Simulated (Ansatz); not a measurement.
# How far is this W3C2 from the hull?

These are results of DFT PBE, scalar-relativistic, plane waves, PAW in Ansatz 0.2.0, not measurements. Settings: cutoff 420 eV, Γ-centred meshes spaced at most about 0.3 Å⁻¹, and about 0.25 Å⁻¹ or finer for metals (2π included), Gaussian smearing. No spin polarisation.

Formation energies are uncorrected and refer to the elements' standard structures at the same level.

All energies are static (0 K, no zero-point motion). These runs have no spin–orbit coupling, which can matter for W. The reference form of C is held partly by dispersion forces, which this level lacks.

The competitors are the elements and 2 reference phases of this chemical system (from databases or known types: W2C, WC), relaxed at the same level; other known phases may be missing.

The candidate was reached from: Li3Ga2 type (R-3m).

```yaml
crystal:
  lattice:
    - [2.32290, 1.34113, 3.61254]
    - [-2.32290, 1.34113, 3.61254]
    - [0.00000, -2.68225, 3.61254]
  atoms:
    - { symbol: W, position: [0.37948, 0.37948, 0.37948] }
    - { symbol: W, position: [0.62052, 0.62052, 0.62052] }
    - { symbol: W, position: [0.00000, 0.00000, 0.00000] }
    - { symbol: C, position: [0.80278, 0.80278, 0.80278] }
    - { symbol: C, position: [0.19723, 0.19723, 0.19723] }
```

Task: Into what would it decompose?

Result: Its formation energy is 1.463 eV/atom. The lowest competing mixture at this composition is this:

```
phase      space group             source  share of atoms  ΔE_f (eV/atom)
    W                -            element          0.2000           0.000
   WC  P-6m2 (No. 187)  Materials Project          0.8000          -0.145
```

The mixture lies at -0.116 eV/atom, and the candidate lies 1.58 eV/atom above it. The candidate matches no cell in the subsets of the Crystallography Open Database and the Materials Project at hand. The margin is far too high for a likely synthesis.
